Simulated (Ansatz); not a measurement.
**MoS$_{2}$: frozen-core PAW against all-electron methods**

```
Mo S
1.0
     3.16100    0.00000    0.00000
    -1.58050    2.73751    0.00000
     0.00000    0.00000   12.29500
Mo S
2 4
Direct
  0.33333 0.66667 0.25000
  0.66667 0.33333 0.75000
  0.33333 0.66667 0.62750
  0.66667 0.33333 0.12750
  0.33333 0.66667 0.87250
  0.66667 0.33333 0.37250
```

Atoms are numbered in the order listed.

The geometry is COD entry 9007660, unchecked; take it as a test cell.

Methods: DFT, LDA, PAW with Ansatz's default frozen-core files, scalar-relativistic (Ansatz 0.2.0); DFT, LDA, all-electron LAPW, scalar-relativistic (Ansatz 0.2.0).

For PAW: a Γ-centred 10×10×3 k mesh, Fermi–Dirac smearing of 0.03 eV, cutoff 420 eV, no spin polarisation; the PAW files were made with PBE, and the program remakes their frozen cores for this functional. LAPW targets a basis error of 1 meV/atom. The Ansatz runs share mesh, smearing and spin set-up. Plane-wave (PAW) pressures include the program's estimate of the Pulay term.

Stress and pressure are positive in compression.

Levels count from the top of the valence band.

PAW results:

```
                      quantity     PAW
                pressure (GPa)    1.06
               stress xx (GPa)   -1.25
               stress zz (GPa)    5.66
         force on S3, z (eV/Å)  -0.747
                 band gap (eV)   0.676
highest filled level at H (eV)  -0.981
  lowest empty level at H (eV)   0.676
highest filled level at L (eV)  -1.529
  lowest empty level at L (eV)   1.376
highest filled level at Γ (eV)   0.000
  lowest empty level at Γ (eV)   1.957
```

(1) What does full-potential LAPW give for the same quantities?

Answers

(1) 
```
                      quantity    LAPW
                pressure (GPa)    1.12
               stress xx (GPa)   -1.19
               stress zz (GPa)    5.72
         force on S3, z (eV/Å)  -0.753
                 band gap (eV)   0.680
highest filled level at H (eV)  -0.978
  lowest empty level at H (eV)   0.680
highest filled level at L (eV)  -1.527
  lowest empty level at L (eV)   1.382
highest filled level at Γ (eV)   0.000
  lowest empty level at Γ (eV)   1.960
```
